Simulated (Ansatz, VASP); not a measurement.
Given: the input of a run of VASP 6.6.1 on MoS2.

Contents of INCAR:

```
SYSTEM = MoS2
PREC     = Accurate       ! precision mode
ENCUT    = 520            ! plane-wave cutoff, eV
EDIFF    = 1E-7           ! SCF threshold, eV
ISMEAR   = -1             ! smearing method
SIGMA    = 0.05           ! smearing width, eV
LREAL    = .False.        ! projectors in reciprocal space
LASPH    = .True.         ! aspherical terms in the spheres
NELM     = 80             ! most SCF steps
ALGO     = Normal         ! electronic algorithm
ISIF     = 2              ! what is computed and relaxed
LWAVE    = .False.        ! write WAVECAR
LCHARG   = .False.        ! write CHGCAR
GGA      = PS             ! functional
NBANDS   = 20             ! bands
```

KPOINTS

```
regular mesh
0
Gamma
  9 9 4
  0 0 0
```

The input POSCAR:

```
MoS2
1.0
    3.2907642509      0.0000000000      0.0000000000
   -1.6453821255      2.8498854391      0.0000000000
    0.0000000000      0.0000000000      6.4362788402
Mo S
1 2
Direct
    0.0000000000      0.0000000000      0.5000000000
    0.6666666667      0.3333333333      0.7446806800
    0.3333333333      0.6666666667      0.2553193200
```

Potentials or basis: VASP PAW PBE potentials, release 64 (Mo_sv, S).

Command:

```bash
$ cat potpaw_PBE.64/Mo_sv/POTCAR potpaw_PBE.64/S/POTCAR > POTCAR
$ mpirun -np 1 vasp_std > vasp.out
```

Task: Set up the same calculation for Ansatz 0.2.0. Potentials there: Ansatz PAW.

Result: As run (the cutoff follows the program's own potentials):

File input.yaml:

```yaml
crystal:
  lattice:
    - [3.2907642509, 0.0, 0.0]
    - [-1.6453821255, 2.8498854391, 0.0]
    - [0.0, 0.0, 6.4362788402]
  atoms:
    - { symbol: Mo, position: [0.0, 0.0, 0.5] }
    - { symbol: S, position: [0.6666666667, 0.3333333333, 0.74468068] }
    - { symbol: S, position: [0.3333333333, 0.6666666667, 0.25531932] }
hamiltonian:
  xc: pbesol
  pseudopotentials: { kind: paw }
kpoints:
  mp_grid: { grid: [9, 9, 4] }
scf:
  occupations: { method: fermi_dirac, width: 0.05 }
output:
  forces: true
  stress: true
  eigenvalues: true
```

Potentials or basis: Ansatz PAW.

Launch:

```bash
$ ansatz run input.yaml --threads 1 --pin off --max-ram 3584MiB --backend cpu --events-out ev --progress --plain --runs-dir out
```

Both were run:

|  | VASP | Ansatz | Ansatz less VASP |
| --- | --- | --- | --- |
| gap on the k mesh at the Fermi level (eV) | none | none | - |
| pressure (GPa) | -9.9 | -9.9 | -0.01 |
| largest component of the traceless stress (GPa) | 1.80 | 1.78 | -0.022 |
| rms of the force components (eV/Å) | 0.386 | 0.390 | +0.0032 |

Atom by atom the forces differ by 0.003 eV/Å (rms over components). A gap of «none» marks a metal or a gap that the smearing closes. The functional is the same, so the differences come from potentials, cutoffs and numerics.

Caveats: this functional lacks dispersion, which binds the layers, so the pressure and a relaxed spacing across them are unreliable; the PAW data sets were made with another functional, which shifts forces and pressure a little (VASP); the PAW data sets come from PBE, with cores solved anew for the run's functional, which leaves a small shift of forces and pressure (Ansatz).
